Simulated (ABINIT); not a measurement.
# MnS (F-43m) in ABINIT: further runs, part 2 of 2

ABINIT 10.8.3 (patched build). Earlier steps stand in the parts before.

### 3 Phonons, PBEsol, collinear spin, ferromagnetic start

Contents of run.abi:

```
ndtset 2

pp_dirpath "./"
pseudos "Mn.upf, S.upf"

acell 3*1.0 Angstrom
rprim
     0.0000000000     2.4734634191     2.4734634191
     2.4734634191     0.0000000000     2.4734634191
     2.4734634191     2.4734634191     0.0000000000
ntypat 2
znucl 25 16
natom 2
typat 1 2
xred
            0.0            0.0            0.0
            3/4            3/4            3/4

ecut 42.0

ngkpt 4 4 4
nshiftk 4
shiftk
     0.5000000000     0.5000000000     0.5000000000
     0.5000000000     0.0000000000     0.0000000000
     0.0000000000     0.5000000000     0.0000000000
     0.0000000000     0.0000000000     0.5000000000

ixc -116133

nband 20
occopt 3
tsmear 0.05 eV

nsppol 2
spinat
     0.0000000000     0.0000000000     4.0000000000
     0.0000000000     0.0000000000     0.0000000000

nstep 80

prteig 0
prtebands 0
prtwf 0
prtden 0
prtpot 0

kptopt1 1
tolvrs1 1.0e-15
prtwf1 1
tolwfr1 1.0e-14
nbdbuf1 4
nline1 6

rfphon2 1
rfatpol2 1 2
rfdir2 1 1 1
getwfk2 1
kptopt2 2
nqpt2 1
qpt2 0.0 0.0 0.0
tolvrs2 1.0e-8
```

Contents of mrgddb.in:

```
merged_DDB
MnS
2
runo_DS1_DDB
runo_DS2_DDB
```

Contents of anaddb.abi:

```
ddb_filepath "merged_DDB"
output_file "anaddb.abo"
outdata_prefix "ana"
asr 2
chneut 0
dipdip 0
dieflag 0
enunit 0
eivec 1
nph1l 1
qph1l 0.0 0.0 0.0 1.0
```

Potentials or basis: PseudoDojo NC SR PBEsol v0.4.1 standard.

Started as:

```sh
$ mpirun --bind-to none -np 4 abinit run.abi > log 2>&1
$ mrgddb < mrgddb.in > mrgddb.log 2>&1
$ anaddb anaddb.abi > anaddb.log 2>&1
```

run.abo:

```text
.Version 10.8.3 of ABINIT
 DATASET    1 : space group F-4 3 m (#216); Bravais cF (face-center cubic)
================================================================================
 Values of the parameters that define the memory need for DATASET  1.
     intxc =       0    ionmov =       0      iscf =       7    lmnmax =       6
     lnmax =       6     mgfft =      40  mpssoang =       3    mqgrid =    3001
     natom =       2  nloc_mem =       1    nspden =       2   nspinor =       1
    nsppol =       2      nsym =      24    n1xccc =    2501    ntypat =       2
    occopt =       3   xclevel =       2
       mpw =        2691          nfft =       64000          nkpt =          10
================================================================================
================================================================================

 DATASET    2 : space group F-4 3 m (#216); Bravais cF (face-center cubic)
================================================================================
 Values of the parameters that define the memory need for DATASET  2 (RF).
     intxc =       0      iscf =       7    lmnmax =       6     lnmax =       6
     mgfft =      40  mpssoang =       3    mqgrid =    3001     natom =       2
  nloc_mem =       1    nspden =       2   nspinor =       1    nsppol =       2
      nsym =      24    n1xccc =    2501    ntypat =       2    occopt =       3
   xclevel =       2
      nfft =       64000          nkpt =         128
================================================================================
================================================================================

--------------------------------------------------------------------------------
------------- Echo of variables that govern the present computation ------------
--------------------------------------------------------------------------------
 -outvars: echo values of preprocessed input variables --------
            acell      1.8897261259E+00  1.8897261259E+00  1.8897261259E+00 Bohr
              amu      5.49380500E+01  3.20660000E+01
             ecut      4.20000000E+01 Hartree
           getwfk1          0
           getwfk2          1
              ixc     -116133
           jdtset        1    2
                       outvar_i_n : Printing only first  50 k-points.
           kptopt1          1
           kptopt2          2
         kptrlatt        4   -4    4     -4    4    4     -4   -4    4
          kptrlen      3.73933476E+01
            natom           2
            nband1         20
            nband2         20
           nbdbuf1          4
           nbdbuf2          2
           ndtset           2
            ngfft          40      40      40
             nkpt1         10
             nkpt2        128
            nline1          6
            nline2          4
             nqpt1          0
             nqpt2          1
           nspden           2
           nsppol           2
            nstep          80
             nsym          24
           ntypat           2
                       prtocc : prtvol=0, do not print more k-points.
                       1.000000  1.000000  1.000000  1.000000  1.000000  1.000000
[... 578 lines left out ...]
 Found     2 symmetries that leave the perturbation invariant.
 symkpt : the number of k-points, thanks to the symmetries,
 is reduced to    72 .

--------------------------------------------------------------------------------

--------------------------------------------------------------------------------

 dfpt_looppert : total number of electrons, from k and k+q
  fully or partially occupied states are    2.100000E+01 and    2.100000E+01.
 Initialisation of the first-order wave-functions :
  ireadwf=   0

--- !BeginCycle
iteration_state: {dtset: 2, }
solver: {iscf: 7, nstep: 80, nline: 4, wfoptalg: 0, }
tolerances: {tolvrs: 1.00E-08, }
...

     iter   2DEtotal(Ha)        deltaE(Ha) residm    vres2    difmagsph maxmagsph
-ETOT  1   9.4252674968898     -2.945E+02 2.940E+00 1.659E+04 1.972E-05 1.972E-05
 ETOT  2   7.2911195114629     -2.134E+00 1.056E-01 2.548E+03 1.451E-05 7.198E-06
 ETOT  3   6.8685533177706     -4.226E-01 4.225E-03 4.006E+02 5.373E-05 4.653E-05
 ETOT  4   6.7905335341443     -7.802E-02 1.185E-03 2.487E+01 2.439E-04 1.974E-04
 ETOT  5   6.7849677823448     -5.566E-03 9.584E-05 2.313E+00 9.446E-04 7.472E-04
 ETOT  6   6.7856382097582      6.704E-04 4.997E-06 5.917E+00 2.130E-03 1.383E-03
 ETOT  7   6.7844260939191     -1.212E-03 5.594E-07 1.283E-01 1.514E-03 1.310E-04
 ETOT  8   6.7843712178123     -5.488E-05 1.122E-07 1.046E-02 1.400E-04 9.015E-06
 ETOT  9   6.7843646649430     -6.553E-06 3.546E-08 1.106E-03 9.118E-06 1.544E-07
 ETOT 10   6.7843639444425     -7.205E-07 3.512E-09 2.949E-04 1.814E-07 8.038E-08
 ETOT 11   6.7843637380728     -2.064E-07 1.390E-09 4.510E-05 1.744E-07 9.648E-08
 ETOT 12   6.7843637110434     -2.703E-08 8.072E-11 3.554E-06 5.036E-08 4.611E-08
 ETOT 13   6.7843637092338     -1.810E-09 8.983E-12 1.573E-07 7.977E-08 3.366E-08
 ETOT 14   6.7843637091931     -4.070E-11 5.805E-13 2.264E-08 5.572E-08 2.206E-08
 ETOT 15   6.7843637091885     -4.547E-12 6.492E-14 8.697E-09 5.010E-08 2.805E-08

 At SCF step   15       vres2   =  8.70E-09 < tolvrs=  1.00E-08 =>converged.
 Integrated electronic and magnetization densities in atomic spheres:
 ------------------------------------------------------------------------------------------------------------
 Radius=ratsph(iatom), smearing ratsm=  0.0000. Diff(up-dn)=approximate z local magnetic moment.
    Atom    Radius    up_density   dn_density  Total(up+dn)  Diff(up-dn)
    1 Mn   2.00000    -0.000000    -0.000000     -0.000001    -0.000000
    2  S   2.00000     0.000000     0.000000      0.000000    -0.000000
 ------------------------------------------------------------------------------------------------------------
  Sum:                -0.000000    -0.000000     -0.000000    -0.000000
 Total magnetization (from the atomic spheres):               -0.000000
 Total magnetization (exact up - dn):                         -0.000000

================================================================================

 ----iterations are completed or convergence reached----

 Mean square residual over all n,k,spin=   22.299E-16; max=  64.919E-15

 2DEtotal=    0.6784363709E+01 Ha. Also 2DEtotal=    0.184611941324E+03 eV
    (2DErelax=   -2.9715658235E+02 Ha. 2DEnonrelax=    3.0394094606E+02 Ha)
    (  non-var. 2DEtotal :    6.7843628190E+00 Ha)

================================================================================

 ---- first-order wavefunction calculations are completed ----

 ==> Compute Derivative Database <==

  Dynamical matrix, in cartesian coordinates,
   if specified in the inputs, asr has been imposed
     j1       j2             matrix element
  dir pert dir pert     real part    imaginary part

   1    1   1    1         0.1552637555        -0.0000000000
   1    1   1    2        -0.1552637555         0.0000000000

   2    1   2    1         0.1552637555         0.0000000000
   2    1   2    2        -0.1552637555        -0.0000000000
[... 10 lines left out ...]
   3    2   3    1        -0.1552639369        -0.0000000000
   3    2   3    2         0.1552639369         0.0000000000

  Phonon wavevector (reduced coordinates) :  0.00000  0.00000  0.00000
 Phonon energies in Hartree :
   0.000000E+00  0.000000E+00  0.000000E+00  2.051001E-03  2.051001E-03
   2.051001E-03
 Phonon frequencies in cm-1    :
   0.000000E+00  0.000000E+00  0.000000E+00  4.501427E+02  4.501427E+02
   4.501427E+02

== END DATASET(S) ==============================================================
================================================================================

 -outvars: echo values of variables after computation  --------
            acell      1.8897261259E+00  1.8897261259E+00  1.8897261259E+00 Bohr
           etotal1    -1.1982728623E+02
           etotal2     6.7843637092E+00
            fcart1    -0.0000000000E+00 -0.0000000000E+00 -0.0000000000E+00
                      -0.0000000000E+00 -0.0000000000E+00 -0.0000000000E+00
            fcart2     0.0000000000E+00  0.0000000000E+00  0.0000000000E+00
                       0.0000000000E+00  0.0000000000E+00  0.0000000000E+00
            rprim      0.0000000000E+00  2.4734634191E+00  2.4734634191E+00
                       2.4734634191E+00  0.0000000000E+00  2.4734634191E+00
                       2.4734634191E+00  2.4734634191E+00  0.0000000000E+00
           strten1     1.4707732878E-04  1.4707732878E-04  1.4707732878E-04
                       0.0000000000E+00  0.0000000000E+00  0.0000000000E+00
           strten2     0.0000000000E+00  0.0000000000E+00  0.0000000000E+00
                       0.0000000000E+00  0.0000000000E+00  0.0000000000E+00
           xangst      0.0000000000E+00  0.0000000000E+00  0.0000000000E+00
                       3.7101951286E+00  3.7101951286E+00  3.7101951286E+00
             xred      0.0000000000E+00  0.0000000000E+00  0.0000000000E+00
                       7.5000000000E-01  7.5000000000E-01  7.5000000000E-01
 Calculation completed.
```

It took 3.6 min on 4 MPI ranks of Arm Neoverse V2, shared host; peak memory 0.76 GiB.

Results:

```yaml
Free_energy: -3260.6666 eV
Pressure: -4.3 GPa
Net_moment: -0.34 μB per cell
Site_moments: Mn -0.31; S +0.01 μB
Highest_phonon_frequency_at_Γ_LO-TO_splitting_left_out: 450 cm⁻¹
```

Phonon frequencies in cm⁻¹ (negative: imaginary):
```
              q point        frequencies
(0.000, 0.000, 0.000)  0 0 0 450 450 450
```

Caveat: the mesh is coarse for a metal's response; the cell is more than 3 GPa from zero pressure, which shifts response properties; this build's spin-polarised response under this functional may be imprecise; the moment fell far below its start of 4 μB, so a state of higher moment may lie lower in energy.

### 4 Relaxation of cell and atoms, LDA+U, collinear spin, ferromagnetic start

Contents of run.abi:

```
# Pseudopotentials
pp_dirpath "./"
pseudos "Mn.LDA_PW-JTH.xml, S.LDA_PW-JTH.xml"

# Structure
acell 3*1.0 Angstrom
rprim
     0.0000000000     2.4734634191     2.4734634191
     2.4734634191     0.0000000000     2.4734634191
     2.4734634191     2.4734634191     0.0000000000
ntypat 2
znucl 25 16
natom 2
typat 1 2
chkprim 0
chksymtnons 0
tolsym 1.0e-6
xred
            0.0            0.0            0.0
            3/4            3/4            3/4

# Plane-wave basis
ecut 707.496042 eV
pawecutdg 48.0
pawovlp -1
ecutsm 0.5

# k points
kptopt 1
ngkpt 7 7 7
nshiftk 1
shiftk 0.0 0.0 0.0

# Exchange and correlation
ixc 7

# Bands and occupations
nband 16
occopt 3
tsmear 0.00183747

# Spin
nsppol 2
spinat
     0.0000000000     0.0000000000     4.0000000000
     0.0000000000     0.0000000000     0.0000000000

# DFT+U
usepawu 4
lpawu 2 -1
upawu 5.3 0.0 eV
jpawu 0.0 0.0 eV

# SCF cycle
nstep 80
tolvrs 1.0e-10

# Output
iomode 3
prteig 0
prtebands 0
prtwf 0
prtden 0

# Relaxation
ionmov 2
optcell 2
ntime 50
tolmxf 2.0e-5
dilatmx 1.08
```

Potentials or basis: JTH PAW LDA v2.0.

Started as:

```sh
$ mpirun --bind-to none -np 4 abinit run.abi > log 2>&1
```

It took 50 s on 4 MPI ranks of Arm Neoverse V2, shared host; peak memory 0.52 GiB.

It converged, with:

| Quantity | Value |
| --- | --- |
| Free energy | -3132.5371 eV |
| Relaxed volume | 15.81 Å³/atom |
| Relaxed cell | a = 3.550 Å, b = 3.550 Å, c = 3.550 Å, α = 60.00°, β = 60.00°, γ = 60.00° |
| Space group after relaxing (to 0.05 Å) | F-43m (No. 216) |
| Energy gained by relaxing | 11.2 meV/atom |
| Ionic steps | 5 |
| Pressure after relaxing | 0.0 GPa |
| Band gap on the k mesh | none (metal or under the smearing width) |
| Net moment | 0.00 μB per cell |

Step by step:
```
step  energy change (eV)  largest force (eV/Å)  pressure (GPa)  volume (Å³)
   1              0.0000                0.0000            5.50        30.27
   2             -0.0140                0.0000            3.28        30.78
   3             -0.0224                0.0000            0.16        31.58
   4             -0.0224                0.0000            0.01        31.62
   5             -0.0224                0.0000            0.00        31.62
```

Final structure:
```yaml
crystal:
  lattice:
    - [0.00000, 2.50994, 2.50994]
    - [2.50994, 0.00000, 2.50994]
    - [2.50994, 2.50994, 0.00000]
  atoms:
    - { symbol: Mn, position: [0.00000, 0.00000, 0.00000] }
    - { symbol: S, position: [0.75000, 0.75000, 0.75000] }
```

Caveat: the starting moments collapsed, and a magnetic state may lie lower. The state reached can hang on the start; a lower one may exist.

### 5 Single point, LDA+U, collinear spin, ferromagnetic start (cell relaxed)

Contents of run.abi:

```
# Pseudopotentials
pp_dirpath "./"
pseudos "Mn.LDA_PW-JTH.xml, S.LDA_PW-JTH.xml"

# Structure
acell 6.7077545597 6.7077545597 6.7077545597
rprim
     0.0000000000     0.7071067812     0.7071067812
     0.7071067812     0.0000000000     0.7071067812
     0.7071067812     0.7071067812     0.0000000000
ntypat 2
znucl 25 16
natom 2
typat 1 2
xred
     0.0000000000     0.0000000000     0.0000000000
     0.7500000000     0.7500000000     0.7500000000
chkprim 0
chksymtnons 0
tolsym 1.0e-6

# Plane-wave basis
ecut 26.0
pawecutdg 48.0

# k points
kptopt 1
ngkpt 7 7 7
nshiftk 1
shiftk 0.0 0.0 0.0

# Exchange and correlation
ixc 7

# Bands and occupations
nband 16
occopt 3
tsmear 0.05 eV

# Spin
nsppol 2
spinat
     0.0000000000     0.0000000000     4.0000000000
     0.0000000000     0.0000000000     0.0000000000

# DFT+U
usepawu 4
lpawu 2 -1
upawu 5.3 0.0 eV
jpawu 0.0 0.0 eV

# SCF cycle
nstep 100
tolvrs 1.0e-9

# Output
iomode 3
prtwf 0
prteig 0
prtebands 0
prtden 1
prtvha 1
prtvclmb 1
prtpot 1
```

Started as:

```sh
$ mpirun --bind-to none -np 4 abinit run.abi > log 2>&1
```

Run time: 11 s. Hardware: 4 MPI ranks of Arm Neoverse V2, shared host; peak memory 0.4 GiB.

Results (log left out):

- Free energy: -3132.5373 eV
- Pressure: 0.0 GPa
- Band gap on the k mesh: none (metal or under the smearing width)
- Net moment: 0.00 μB per cell
- Valence electrons inside the program's atomic spheres: Mn 13.39; S 3.72

Levels at points of the mesh, in eV from the Fermi level:
Spin up:
| k point | band 7 | band 8 | band 9 | band 10 | band 11 | band 12 | band 13 | band 14 |
| --- | --- | --- | --- | --- | --- | --- | --- | --- |
| (0.00, 0.00, 0.00) | -4.29 | -4.29 | -2.25 | -2.25 | 3.24 | 3.92 | 3.92 | 3.92 |
Spin down:
| k point | band 8 | band 9 | band 10 | band 11 | band 12 | band 13 |
| --- | --- | --- | --- | --- | --- | --- |
| (0.00, 0.00, 0.00) | -4.29 | -2.25 | -2.25 | 3.24 | 3.92 | 3.92 |

Eigenvalues of the final occupation matrices:
```csv
site,spin,trace,eigenvalues
atom 1,1,2.45,0.28 0.28 0.28 0.81 0.81
atom 1,2,2.45,0.28 0.28 0.28 0.81 0.81
```

Caveat: the starting moments collapsed, and a magnetic state may lie lower.
